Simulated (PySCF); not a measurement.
**Telling isomers of C6H6O apart by NMR**

[PySCF 2.14.0 with density-fitted response routines: PBE0/pcSseg-1 with gauge-including orbitals; J couplings at B3LYP/pcJ-1 (spin–dipole term left out of most H,H and C,H couplings); PBE0-D3(BJ)/def2-SVP geometry; rapidly exchanging positions averaged; no solvent model; one computed conformer; non-relativistic]

Chemical shifts δ = σref − σ; 1H (σref 31.27), 13C (σref 184.41) vs TMS, all at this level. Multiplet labels drop J under 1 Hz and among equivalent protons, and merge close values. Unscaled 3J(H,H) run several per cent high. Shifts are as computed. Against solution values, carbons near 30 ppm lie about +2 ppm off and those near 130 ppm about +5 ppm. Of 1309 compounds with measured shifts, 239 miss one by over three times the rms of a fit or turn the order of signals round; such compounds aren't used in these exercises. OH and NH positions are gas-phase values without hydrogen bonding to other molecules.

(1) Tabulate the signals of `Oc1ccccc1`, `C=Cc1ccco1` and their relative energies.

(2) What is the quickest way to tell Oc1ccccc1 from C=Cc1ccco1?

## Answers

(1) 
| SMILES | carbon types | δC | δH | E rel. (kcal/mol) |
| --- | --- | --- | --- | --- |
| Oc1ccccc1 | 1×C 5×CH | 162.1, 135.5, 124.5, 118.1 | 7.33 (dd, 2H), 6.94 (t, 1H), 6.75 (d, 2H), 3.77 (br s, 1H) | 0.0 |
| C=Cc1ccco1 | 1×C 4×CH 1×CH2 | 157.0, 146.0, 132.0, 118.5, 117.0, 115.3 | 7.32 (d, 1H), 6.49 (dd, 1H), 6.46 (dd, 1H), 6.32 (d, 1H), 6.05 (dd, 1H), 5.36 (dd, 1H) | 27.0 |

Energies are electronic energies at PBE0/pcSseg-1 on these geometries, without zero-point or thermal terms, each for the one conformer computed, which needn't be the lowest.

(2) Count the carbon signals: 4 against 6. The first has an aromatic CH at 124.5 ppm, the second a terminal =CH2 carbon at 118.5 ppm. Their most deshielded carbons lie at 162.1 and 157.0 ppm.
